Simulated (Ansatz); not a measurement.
# MgO, one cell by several methods

```yaml
crystal:
  lattice:
    - [0.00000, 2.30589, 2.30589]
    - [2.30589, 0.00000, 2.30589]
    - [2.30589, 2.30589, 0.00000]
  atoms:
    - { symbol: Mg, position: [0.00000, 0.00000, 0.00000] }
    - { symbol: O, position: [0.25000, 0.25000, 0.25000] }
```

Atom numbers follow the list: Mg1, O2.

The cell was built from the zincblende type and relaxed in the same program, and has space group F-43m; it needn't be a known or the stable phase.

All numbers are computed: DFT, PBE, PAW with Ansatz's default frozen-core files, scalar-relativistic (Ansatz 0.2.0); DFT, PBE, all-electron PAW with datasets made for the crystal, scalar-relativistic (Ansatz 0.2.0); DFT, PBE, all-electron LAPW, scalar-relativistic (Ansatz 0.2.0).

For PAW: a Γ-centred 13×13×13 k mesh, Fermi–Dirac smearing of 0.08 eV, cutoff 420 eV, no spin polarisation. The crystal-made all-electron datasets (AE datasets) take a cutoff of 340 eV at this cell. LAPW targets a basis error of 0.5 meV/atom. The Ansatz runs share mesh, smearing and spin set-up. Plane-wave (PAW) pressures include the program's estimate of the Pulay term.

Stress and pressure are positive in compression.

Levels count from the top of the valence band.

| quantity | PAW | AE datasets | LAPW |
| --- | --- | --- | --- |
| pressure (GPa) | 0.05 | 0.06 | 0.06 |
| band gap (eV) | 3.483 | 3.475 | 3.475 |
| highest filled level at U (eV) | -0.535 | -0.536 | -0.536 |
| lowest empty level at U (eV) | 7.385 | 7.377 | 7.377 |
| highest filled level at L (eV) | -0.180 | -0.180 | -0.180 |
| lowest empty level at L (eV) | 8.581 | 8.575 | 8.575 |
| highest filled level at W (eV) | -1.010 | -1.011 | -1.011 |
| lowest empty level at W (eV) | 7.611 | 7.604 | 7.604 |

PAW's pressure differs from the LAPW value by about 0.01 GPa or less. Datasets made for the crystal and LAPW share parts of one code, so their agreement isn't an independent check.
